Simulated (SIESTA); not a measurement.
W under changes of volume

One of the cells (16.731 Å³/atom); the others are scaled copies at fixed shape and fractional positions:

```
W
1.0
     0.00000    2.03000    2.03000
     2.03000    0.00000    2.03000
     2.03000    2.03000    0.00000
W
1
Cartesian
  0.0000 0.0000 0.0000
```

This isn't the form of W at room conditions, which is bcc.

| Quantity | Value |
| --- | --- |
| Program | SIESTA 5.4.2 |
| Functional | PBEsol |
| Potentials or basis | PseudoDojo 0.4 standard (PBEsol files) |
| Basis | DZP (energy shift 0.003 Ry; two zetas on semicore shells) |
| Grid cutoff | 800 Ry |
| Energy shift | 0.003 Ry |
| k mesh | 11 × 11 × 11 |
| Occupations | fermi-dirac, width 0.05 eV |
| Spin | no spin polarisation |

```tsv
volume (Å³/atom)	energy over the lowest point (meV/atom)	pressure (GPa)
15.727	12.67	9.8
16.062	0.00	2.5
16.396	1.72	-3.9
16.731	16.00	-9.8
17.065	42.21	-15.0
17.400	78.72	-19.6
17.735	?	?
```

Problem. What does the run at 17.735 Å³/atom give?

Solution. Energy over the lowest point 124.09 meV/atom; pressure -23.6 GPa.

Worked out: A Birch-Murnaghan fit of order 3 (a polynomial in V^(-2/3)) to the other rows has its minimum at 16.19 Å³/atom with B0 = V·E''(V) = 317 GPa and B' = 3.9. It gives 124.84 meV/atom at 17.735 Å³/atom, against the run's 124.09, and -dE/dV = -24.2 GPa, against -23.6.

Energies are extrapolated to zero smearing.

Caveats: short orbitals over semicore shells can move pressures by several GPa; the basis of atomic orbitals isn't converged, which shifts pressures, moduli and gaps.
